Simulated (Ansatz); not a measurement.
Runs of Ansatz 0.2.0 on GaSb. Symmetry: F-43m, No. 216, cubic system. Conventional cell: a = 6.118 Å, b = 6.118 Å, c = 6.118 Å, α = 90.00°, β = 90.00°, γ = 90.00°. Sb (site symmetry -43m) is surrounded by 4 Ga at 2.65 Å. Ga (site symmetry -43m) is surrounded by 4 Sb at 2.65 Å. 

```csv
task,level,potentials or basis,cell,cutoff (eV),points for each segment of the path,gap on the mesh (eV),pressure (GPa),relaxed volume (Å³/atom)
band structure,SVWN5,Ansatz PAW,as given,420,14,none,-1.8,-
relaxation of cell and atoms,r2SCAN+rVV10,Ansatz PAW,relaxed,500,-,(a),0.0,28.43
relaxation of cell and atoms,RPBE,Ansatz PAW,relaxed,420,-,-,0.0,31.04
relaxation of cell and atoms,revPBE+D3(BJ),Ansatz PAW,relaxed,420,-,-,0.0,(b)
```

Alike in all rows: no spin polarisation; k mesh 8 × 8 × 8; smearing fermi-dirac 0.05 eV.

Q: Estimate the missing entries.

A: (a) 0.51; (b) 28.39.

Caveats: the PAW data sets come from PBE, with cores solved anew for the run's functional, which leaves a small shift of forces and pressure; the plane-wave basis is chosen anew once the cell has moved, so the energies of steps on either side of that aren't comparable (some runs); spin-orbit coupling is left out, which moves the levels of the heavy elements (some runs); this crystal is a semiconductor, whose small gap the functional closes, so the metal is an error of the method (some runs).

A k mesh can miss the band edges, and the runs leave out spin-orbit coupling on Ga, Sb.

A gap of «none» marks a metal or a gap under the smearing width.
